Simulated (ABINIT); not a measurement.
# Pt (Im-3m) in ABINIT: settings compared, part 2 of 2

ABINIT 10.8.3 (patched build). Earlier steps stand in the parts before.

## 4. Equation of state, r2SCAN

Contents of run.abi:

```
# Datasets: one volume each
ndtset 7
getwfk -1
scalecart1 3*0.9795861087
scalecart2 3*0.9864848297
scalecart3 3*0.9932883884
scalecart4 3*1.0000000000
scalecart5 3*1.0066227096
scalecart6 3*1.0131594038
scalecart7 3*1.0196128224

# Pseudopotentials
pp_dirpath "./"
pseudos "Pt.GGA_PBE-JTH.xml"

# Structure
acell 2.7439495304 2.7439495304 2.7439495304 Angstrom
rprim
    -0.5773502692     0.5773502692     0.5773502692
     0.5773502692    -0.5773502692     0.5773502692
     0.5773502692     0.5773502692    -0.5773502692
ntypat 1
znucl 78
natom 1
typat 1
xred
     0.0000000000     0.0000000000     0.0000000000

# Plane-wave basis
ecut 19.0
pawecutdg 38.0

# k points
kptopt 1
ngkpt 12 12 12
nshiftk 1
shiftk 0.0 0.0 0.0

# Exchange and correlation
ixc -497498
usekden 1
pawxcdev 0

# Bands and occupations
nband 9
occopt 3
tsmear 0.05 eV

# SCF cycle
nstep 100
tolvrs 1.0e-7

# Output
iomode 3
prtwf 1
prtden 0
prteig 0
prtebands 0
enunit 2
```

Potentials or basis: JTH PAW PBE v2.0.

Run with:

```sh
$ abinit run.abi > log 2>&1
```

run.abo:

```text
.Version 10.8.3 of ABINIT
 DATASET    1 : space group Im -3 m (#229); Bravais cI (body-center cubic)
================================================================================
 Values of the parameters that define the memory need for DATASET  1.
     intxc =       0    ionmov =       0      iscf =      17    lmnmax =      18
     lnmax =       6     mgfft =      20  mpssoang =       3    mqgrid =    3001
     natom =       1  nloc_mem =       2    nspden =       1   nspinor =       1
    nsppol =       1      nsym =      48    n1xccc =       1    ntypat =       1
    occopt =       3   xclevel =       2
       mpw =         420          nfft =        8000          nkpt =          72
 PAW method is used; the additional fine FFT grid is defined by:
   mgfftf=        30    nfftf =     27000
================================================================================
================================================================================
[... 71 lines left out ...]
 DATASET    7 : space group Im -3 m (#229); Bravais cI (body-center cubic)
================================================================================
 Values of the parameters that define the memory need for DATASET  7.
     intxc =       0    ionmov =       0      iscf =      17    lmnmax =      18
     lnmax =       6     mgfft =      24  mpssoang =       3    mqgrid =    3001
     natom =       1  nloc_mem =       2    nspden =       1   nspinor =       1
    nsppol =       1      nsym =      48    n1xccc =       1    ntypat =       1
    occopt =       3   xclevel =       2
       mpw =         468          nfft =       13824          nkpt =          72
 PAW method is used; the additional fine FFT grid is defined by:
[... 1466 lines left out ...]

 -outvars: echo values of variables after computation  --------
            acell      5.1853131158E+00  5.1853131158E+00  5.1853131158E+00 Bohr
           etotal1     2.1469346614E+01
           etotal2     2.1468728326E+01
           etotal3     2.1468551134E+01
           etotal4     2.1468760690E+01
           etotal5     2.1469308816E+01
           etotal6     2.1470157104E+01
           etotal7     2.1471264364E+01
            fcart1    -0.0000000000E+00 -0.0000000000E+00 -0.0000000000E+00
            fcart2    -0.0000000000E+00 -0.0000000000E+00 -0.0000000000E+00
            fcart3    -0.0000000000E+00 -0.0000000000E+00 -0.0000000000E+00
            fcart4    -0.0000000000E+00 -0.0000000000E+00 -0.0000000000E+00
            fcart5    -0.0000000000E+00 -0.0000000000E+00 -0.0000000000E+00
            fcart6    -0.0000000000E+00 -0.0000000000E+00 -0.0000000000E+00
            fcart7    -0.0000000000E+00 -0.0000000000E+00 -0.0000000000E+00
            rprim1    -5.6556430356E-01  5.6556430356E-01  5.6556430356E-01
                       5.6556430356E-01 -5.6556430356E-01  5.6556430356E-01
                       5.6556430356E-01  5.6556430356E-01 -5.6556430356E-01
[... 17 lines left out ...]
                       5.8867373749E-01  5.8867373749E-01 -5.8867373749E-01
           strten1    -3.8783200286E-04 -3.8783200286E-04 -3.8783200286E-04
                       0.0000000000E+00  0.0000000000E+00  0.0000000000E+00
           strten2    -1.6926416244E-04 -1.6926416244E-04 -1.6926416244E-04
                       0.0000000000E+00  0.0000000000E+00  0.0000000000E+00
           strten3     2.2495178499E-05  2.2495178499E-05  2.2495178499E-05
                       0.0000000000E+00  0.0000000000E+00  0.0000000000E+00
           strten4     1.9029429872E-04  1.9029429872E-04  1.9029429872E-04
                       0.0000000000E+00  0.0000000000E+00  0.0000000000E+00
           strten5     3.3835892502E-04  3.3835892502E-04  3.3835892502E-04
                       0.0000000000E+00  0.0000000000E+00  0.0000000000E+00
           strten6     4.6697758128E-04  4.6697758128E-04  4.6697758128E-04
                       0.0000000000E+00  0.0000000000E+00  0.0000000000E+00
           strten7     5.8059091935E-04  5.8059091935E-04  5.8059091935E-04
                       0.0000000000E+00  0.0000000000E+00  0.0000000000E+00
 Calculation completed.
```

It took 4.1 min on 1 thread of Arm Neoverse V2, shared host; peak memory 0.14 GiB.

Results:

| Property | Result |
| --- | --- |
| Equilibrium volume | 15.57 Å³/atom |
| Bulk modulus | 261 GPa |
| Pressure derivative of the bulk modulus | 5.4 |

Energy against volume, from the lowest point:
```
volume (Å³/atom)  energy (meV/atom)
          14.950              21.65
          15.268               4.82
          15.586               0.00
          15.904               5.70
          16.222              20.62
          16.540              43.70
          16.858              73.83
```

Caveat: pressures at fixed basis lie under the slope of the energies; the PAW data sets were made with another functional, which shifts forces and pressure a little. The run has no spin-orbit coupling, so splittings on Pt are missing.

## 5. Overview

```csv
level,potentials or basis,cutoff (eV),fine-grid cutoff,V0 of scaled cells (Å³/atom),B0 (GPa)
LDA,JTH PAW LDA v2.0,435,870.764 eV,-,-
PBEsol,JTH PAW PBE v2.0,435,870.764 eV,15.28,278
r2SCAN,JTH PAW PBE v2.0,517,1034.03 eV,15.57,261
```

Alike in all rows: task equation of state; no spin polarisation; cell as given; k mesh 12 × 12 × 12; smearing fermi-dirac 0.05 eV.

Caveats: pressures at fixed basis lie under the slope of the energies; the PAW data sets were made with another functional, which shifts forces and pressure a little (some runs); the minimum lies outside the volumes run (some runs).

Absolute energies hang on the potentials; compare differences alone.
